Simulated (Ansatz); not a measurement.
BeO:
```xyz
4
Lattice="2.6928 0.0000 0.0000 -1.3464 2.3320 0.0000 0.0000 0.0000 4.3726" Properties=species:S:1:pos:R:3 pbc="T T T"
Be     0.0000     1.5547     4.3722
Be     1.3464     0.7773     2.1859
O      0.0000     1.5547     1.6511
O      1.3464     0.7773     3.8374
```

This is the PBEsol-relaxed structure. Cartesian axes are those of the cell as given.

Task: All from PBEsol in the plane-wave PAW code Ansatz, unless another level is named. Predict the Hill bulk and shear moduli.

Result: 218 and 155 GPa.

Task: And the vibrational entropy at 300 K?

Result: 7.2 J/(K·mol of atoms).

Task: What about the piezoelectric stress constants (proper, relaxed ions, C/m²)?

Result: e15 = e24 = -0.09, e31 = e32 = -0.23, e33 = 0.38.

Space group P6_3mc (wurtzite). The cell was relaxed with PBEsol under the symmetry of its start. Signs of piezoelectric constants follow the polarity of the cell as given.

Potentials: the earlier of the program's two PAW sets. The files were generated under PBE; for other functionals the program regenerates the frozen cores, and for LDA and PBEsol the local potential too.
